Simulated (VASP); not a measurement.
Runs of VASP 6.6.1 on Ni. The cell holds a slab with vacuum, 7 atoms: a = 2.492 Å, b = 2.492 Å, c = 26.207 Å, α = 90.00°, β = 90.00°, γ = 60.00°. The slab is cut from a database's or a generator's crystal, which needn't be the stable form of the element.

```tsv
level	potentials or basis	gap on the mesh (eV)	moment (μB)	largest force (eV/Å)
LDA	VASP PAW LDA potentials, release 64 (Ni)	none	(b)	(a)
PBE	VASP PAW PBE potentials, release 64 (Ni)	none	4.70	0.19
r2SCAN	VASP PAW PBE potentials, release 64 (Ni)	none	5.30	0.37
RPBE	VASP PAW PBE potentials, release 64 (Ni)	none	4.77	0.13
PBEsol	VASP PAW PBE potentials, release 64 (Ni)	none	4.70	0.51
```

Alike in all rows: task work function; spin collinear, ferromagnetic start; cell as given; k mesh 12 × 12 × 1; cutoff (eV) 520; smearing gaussian 0.1 eV.

Question: Fill in the values left out.

Answer: (a) 0.74; (b) 4.29.

Caveats: the PAW data sets were made with another functional, which shifts forces and pressure a little (some runs).

A k mesh can miss the band edges.

A gap of «none» marks a metal or a gap under the smearing width.

Not every run made on this cell is shown here.
